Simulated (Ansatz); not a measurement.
## P (P4/mmm), clamped-ion strain scan

All numbers below come from Ansatz 0.2.0, DFT PBE, scalar-relativistic, plane waves, PAW. The runs took a 420 eV cutoff, a Γ-centred 24×24×12 mesh and Gaussian smearing (0.15 eV). No spin polarisation. Energies are free energies at this smearing, counted from the undisturbed cell; pressure is positive in compression.

The starting cell (relaxed at this level; with this scan's settings it stands at -0.1 GPa; this simple cubic form isn't the usual structure):

```
CELL_PARAMETERS angstrom
2.45861 0.00000 0.00517
0.00000 2.45865 0.00000
-0.01025 0.00000 4.84469
ATOMIC_POSITIONS crystal
P 0.00000 0.00000 0.25002
P 0.00000 0.00000 0.74998
```

The cell is strained by ε times the Voigt pattern (1, 0, 0, 0, 0, 0) (xx, yy, zz, yz, xz, xy; engineering shear) with fractional coordinates fixed. The cell is metallic on the mesh throughout.

```
      ε  ΔE (meV/atom)
-0.0600           40.3
-0.0450           19.0
-0.0300            6.9
-0.0150            1.3
 0.0000            0.0
 0.0150            2.9
 0.0300           10.2
 0.0450           21.6
 0.0525           28.7
 0.0600           36.7
```

**Question.** Predict the stress summed along the pattern (GPa, tension positive) at each point.

**Answer.**
| ε | stress summed along the pattern (GPa, tension positive) |
| --- | --- |
| -0.0600 | -19.32 |
| -0.0450 | -11.93 |
| -0.0300 | -6.09 |
| -0.0150 | -2.41 |
| 0.0000 | 0.55 |
| 0.0150 | 3.71 |
| 0.0300 | 6.86 |
| 0.0450 | 9.75 |
| 0.0525 | 11.08 |
| 0.0600 | 12.27 |

Cost: 10 runs of about 2.8 core-minutes in all, on Intel Xeon 6975P-C (Granite Rapids) (shared hosts).